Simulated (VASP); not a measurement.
# SiC (Moissanite 3C) (F-43m) in VASP: notebook

Aim: see how the results for SiC (Moissanite 3C) move with the level of theory and the settings. Levels: PBE-EpsX, PBE. Tasks: relaxation of cell and atoms, band structure.

All numbers are computed with VASP 6.6.1; they aren't measurements. Logs are shortened: lines on timing, memory, paths and dates and some standing lists are left out, and cuts for length are marked.

**What was measured.**

From “Insight into the structural, elastic and electronic properties of a new orthorhombic 6O-SiC polytype”, 2020, pmc:7200658, for a bulk crystal of SiC: band gap 2.4 eV (indirect).

How close the calculation comes is told below.

## 1. Starting point

Symmetry: F-43m, No. 216, cubic system. Conventional cell: a = 4.358 Å, b = 4.358 Å, c = 4.358 Å, α = 90.00°, β = 90.00°, γ = 90.00°. Around Si (site symmetry -43m) lie 4 C at 1.89 Å. C (site symmetry -43m) has 4 Si at 1.89 Å as nearest neighbours.

## 2. Relaxation of cell and atoms, PBE-EpsX

Contents of POSCAR:

```
SiC
1.0
    0.0000000000      2.1790000000      2.1790000000
    2.1790000000      0.0000000000      2.1790000000
    2.1790000000      2.1790000000      0.0000000000
Si C
1 1
Direct
    0.0000000000      0.0000000000      0.0000000000
    0.7500000000      0.7500000000      0.7500000000
```

Contents of INCAR.step1:

```
SYSTEM = SiC
PREC = Accurate
ENCUT = 600
EDIFF = 1E-8
ISMEAR = -1
SIGMA = 0.05
LREAL = .FALSE.
LASPH = .TRUE.
NELM = 100
ALGO = Normal
LWAVE = .FALSE.
LCHARG = .FALSE.
GGA = PE
LEPSILON = .TRUE.
```

Contents of KPOINTS.step1:

```
Automatic mesh
0
G
  10 10 10
  0 0 0
```

Contents of INCAR.step2:

```
SYSTEM = SiC
PREC = Accurate
ENCUT = 600
EDIFF = 1E-5
ISMEAR = -1
SIGMA = 0.05
LREAL = .FALSE.
LASPH = .TRUE.
NELM = 100
ALGO = Normal
LWAVE = .TRUE.
LCHARG = .FALSE.
GGA = PE
```

Contents of KPOINTS.step2:

```
regular mesh
0
G
  5 5 5
  0 0 0
```

Contents of INCAR.step3:

```
SYSTEM = SiC
PREC = Accurate
ENCUT = 600
EDIFF = 1E-6
ISMEAR = -1
SIGMA = 0.05
LREAL = .FALSE.
LASPH = .TRUE.
NELM = 100
ALGO = Normal
ISIF = 3
LWAVE = .FALSE.
LCHARG = .FALSE.
GGA = PE
LHFCALC = .TRUE.
AEXX = 0.1429
PRECFOCK = Normal
IBRION = 2
NSW = 60
EDIFFG = -0.01
ISTART = 1
```

Contents of KPOINTS.step3:

```
regular mesh
0
G
  5 5 5
  0 0 0
```

Potentials or basis: VASP PAW PBE potentials, release 64 (Si, C).

The run is started by

```sh
$ cat potpaw_PBE.64/Si/POTCAR potpaw_PBE.64/C/POTCAR > POTCAR
$ cp INCAR.step1 INCAR
$ cp KPOINTS.step1 KPOINTS
$ mpirun -np 1 vasp_std > vasp.out
$ cp INCAR.step2 INCAR
$ cp KPOINTS.step2 KPOINTS
$ mpirun -np 1 vasp_std > vasp.out
$ cp INCAR.step3 INCAR
$ cp KPOINTS.step3 KPOINTS
$ mpirun -np 1 vasp_std > vasp.out
```

OUTCAR:

```text
SYSTEM = SiC
   PREC = Accurate
   ENCUT = 600
   EDIFF = 1E-6
   ISMEAR = -1
   LREAL = .FALSE.
   LASPH = .TRUE.
   NELM = 100
   ISIF = 3
   GGA = PE
   LHFCALC = .TRUE.
   AEXX = 0.1429
   PRECFOCK = Normal
   IBRION = 2
   NSW = 60
   EDIFFG = -0.01
   ISTART = 1

 ion  position               nearest neighbor table
   1  0.000  0.000  0.000-   2 1.89   2 1.89   2 1.89   2 1.89
   2  0.750  0.750  0.750-   1 1.89   1 1.89   1 1.89   1 1.89

  LATTYP: Found a face centered cubic cell.
 ALAT       =     4.3580000000

  Lattice vectors:

 A1 = (   0.0000000000,   2.1790000000,   2.1790000000)
 A2 = (   2.1790000000,   0.0000000000,   2.1790000000)
 A3 = (   2.1790000000,   2.1790000000,   0.0000000000)

Analysis of symmetry for initial positions (statically):
=====================================================================
 Subroutine PRICEL returns:
 Original cell was already a primitive cell.

 Routine SETGRP: Setting up the symmetry group for a
 face centered cubic supercell.

 Subroutine GETGRP returns: Found 24 space group operations
 (whereof 24 operations were pure point group operations)
 out of a pool of 48 trial point group operations.

The static configuration has the point symmetry T_d .

Analysis of symmetry for dynamics (positions and initial velocities):
=====================================================================
 Subroutine PRICEL returns:
 Original cell was already a primitive cell.

 Routine SETGRP: Setting up the symmetry group for a
 face centered cubic supercell.

 Subroutine GETGRP returns: Found 24 space group operations
 (whereof 24 operations were pure point group operations)
 out of a pool of 48 trial point group operations.

The dynamic configuration has the point symmetry T_d .

 Subroutine INISYM returns: Found 24 space group operations
 (whereof 24 operations are pure point group operations),
 and found     1 'primitive' translations

----------------------------------------------------------------------------------------

                                     Primitive cell

  volume of cell :      20.6920

  direct lattice vectors                    reciprocal lattice vectors
     0.000000000  2.179000000  2.179000000    -0.229463056  0.229463056  0.229463056
     2.179000000  0.000000000  2.179000000     0.229463056 -0.229463056  0.229463056
[... 82 lines left out ...]
   NUPDOWN=      -1.0000    fix difference up-down
   EMIN   =  10.00;   EMAX   =-10.00  energy-range for DOS
   EFERMI =   0.00;   METHOD = LEGACY
   ISMEAR =    -1;   SIGMA  =   0.05  broadening in eV -4-tet -1-fermi 0-gaus
   EFERMI_NEDOS =   21; number of points for ismear=-14 and -15
   IALGO  =     38    algorithm
   IMIX   =      1    mixing-type and parameters
     AMIX     =   0.40;   BMIX     =  1.00
     AMIX_MAG =   1.60;   BMIX_MAG =  1.00
  volume/ion in A,a.u.               =      10.35        69.82
  Fermi-wavevector in a.u.,A,eV,Ry     =   1.192626  2.253736 19.352338  1.422357
  Thomas-Fermi vector in A             =   2.328660
   LORBIT       =      0    0 simple, 1 ext, 2 COOP (PROOUT), +10 PAW based schemes
   GGA     = PE    functional components
   LHFCALC =     T    Hartree Fock is set to
   PRECFOCK=normal    Normal, Fast or Accurate (Low or Medium for compatibility)
   ENCUT4O =  -1.0   cutoff for four orbital integrals eV
   NKREDX  =     1    reduce k-point grid by
   NKREDY  =     1    reduce k-point grid by
   NKREDZ  =     1    reduce k-point grid by
   AEXX    =    0.1429 exact exchange contribution
   HFSCREEN=    0.0000 screening length (either q_TF or 0.3 A-1)
   HFSCREENC=   0.0000 screening length for correlation (either q_TF or 0.3 A-1)
   ENCUTFOCK=  -1.0 apply spherical cutoff to Coloumb kernel
   IVDW    =     0    specifies the selected vdW correction
   LEPSILON=     F    determine dielectric tensor
   LRPA    =     F    only Hartree local field effects (RPA)
 conjugate gradient relaxation of ions
 non-spin polarized calculation
  energy-cutoff  :      600.00
  volume of cell :       20.69
 maximum number of plane-waves:       701
 NGX is ok and might be reduce to    28
  NGX = 20; NGY = 20; NGZ = 20

 number of electron       8.0000000 magnetization

 Free energy of the ion-electron system (eV)
  ---------------------------------------------------
  ext. energy  EPLUGINS =         0.00000000
  ---------------------------------------------------
  free energy    TOTEN  =       -16.98344548 eV

  energy without entropy =      -16.98344548  energy(sigma->0) =      -16.98344548

 E-fermi :   8.5664     XC(G=0):  -9.9766

 val. band max:        7.5470793657   @ k =   0.0000   0.0000   0.0000
 cond. band min:      10.3165940677   @ k =   0.4000   0.4000   0.0000
 fundamental gap:      2.7695147019
 Fermi energy:         8.5664054285

 k-point     1 :       0.0000    0.0000    0.0000
  band No.  band energies     occupation
      1      -8.7915      2.00000
      2       7.5471      2.00000
      3       7.5471      2.00000
      4       7.5471      2.00000
      5      14.9679      0.00000
      6      16.0150      0.00000
      7      16.0150      0.00000
      8      16.0150      0.00000
[... 89 lines left out ...]
 k-point    10 :      -0.4000    0.4000    0.2000
  band No.  band energies     occupation
      1      -4.1061      2.00000
      2       0.4030      2.00000
      3       2.4394      2.00000
      4       3.9094      2.00000
      5      13.5317      0.00000
      6      17.0040      0.00000
      7      17.5967      0.00000
      8      21.2749      0.00000

------------------------ aborting loop because EDIFF is reached ----------------------------------------

  FORCE on cell =-STRESS in cart. coord.  units (eV):
  Direction    XX          YY          ZZ          XY          YZ          ZX
  --------------------------------------------------------------------------------------
  -------------------------------------------------------------------------------------
  Total        0.0185352      0.0185352      0.0185352     -0.0000000      0.0000000     -0.0000000
  in kB        1.4351818      1.4351818      1.4351818     -0.0000000      0.0000000     -0.0000000
  external PRESSURE =       1.4351818 kB  Pullay stress =       0.0000000 kB

 VOLUME and BASIS-vectors are now :
 -----------------------------------------------------------------------------
  energy-cutoff  :      600.00
  volume of cell :       20.69
      direct lattice vectors                 reciprocal lattice vectors
     0.000000000  2.179000000  2.179000000    -0.229463056  0.229463056  0.229463056
     2.179000000  0.000000000  2.179000000     0.229463056 -0.229463056  0.229463056
     2.179000000  2.179000000  0.000000000     0.229463056  0.229463056 -0.229463056

 POSITION                                       TOTAL-FORCE (eV/Angst)
 -----------------------------------------------------------------------------------
      0.00000      0.00000      0.00000         0.000000      0.000000      0.000000
      3.26850      3.26850      3.26850        -0.000000     -0.000000     -0.000000
 -----------------------------------------------------------------------------------
    total drift:                                0.000000      0.000000      0.000000

  FREE ENERGIE OF THE ION-ELECTRON SYSTEM (eV)
  ---------------------------------------------------
  free  energy   TOTEN  =       -16.9834454832 eV

  energy  without entropy=      -16.9834454831  energy(sigma->0) =      -16.98344548

 reached required accuracy - stopping structural energy minimisation
```

OUTCAR.step1:

```text
SYSTEM = SiC
   PREC = Accurate
   ENCUT = 600
   EDIFF = 1E-8
   ISMEAR = -1
   LREAL = .FALSE.
   LASPH = .TRUE.
   NELM = 100
   GGA = PE
[... 548 lines left out ...]
  x     0.00000    -0.00000     0.00000     0.00000     0.99074     0.00000
  y    -0.00000    -0.00000     0.00000     0.00000     0.00000     0.99074
  z     0.00000     0.00000    -0.00000     0.99074     0.00000     0.00000

 BORN EFFECTIVE CHARGES (including local field effects) (in |e|, cummulative output)
 ---------------------------------------------------------------------------------
 ion    1
    1     2.69635     0.00000    -0.00000
    2     0.00000     2.69635     0.00000
    3    -0.00000     0.00000     2.69635
 ion    2
    1    -2.69635     0.00000     0.00000
    2    -0.00000    -2.69635     0.00000
    3     0.00000    -0.00000    -2.69635
```

Wall time 3 min (1 thread of Intel Xeon Platinum 8559C (Emerald Rapids), shared host); peak memory 0.22 GiB.

Results:

- Free energy: -16.9834 eV
- Pressure after relaxing: 0.1 GPa
- Band gap on the k mesh: 2.77 eV, indirect (least direct gap 5.92 eV)

Final structure:
```yaml
crystal:
  lattice:
    - [0.00000, 2.17900, 2.17900]
    - [2.17900, 0.00000, 2.17900]
    - [2.17900, 2.17900, 0.00000]
  atoms:
    - { symbol: Si, position: [0.00000, 0.00000, 0.00000] }
    - { symbol: C, position: [0.75000, 0.75000, 0.75000] }
```

Caveat: the k mesh is coarse (spacing up to 0.50 Å⁻¹), so the values aren't converged, least of all with exact exchange; the relaxation stopped at its first step, so nothing moved; the PAW data sets were made with another functional, which shifts forces and pressure a little; an odd mesh through Γ misses points on the zone boundary, where band edges often lie.

(Part 1 of 2 ends here.)
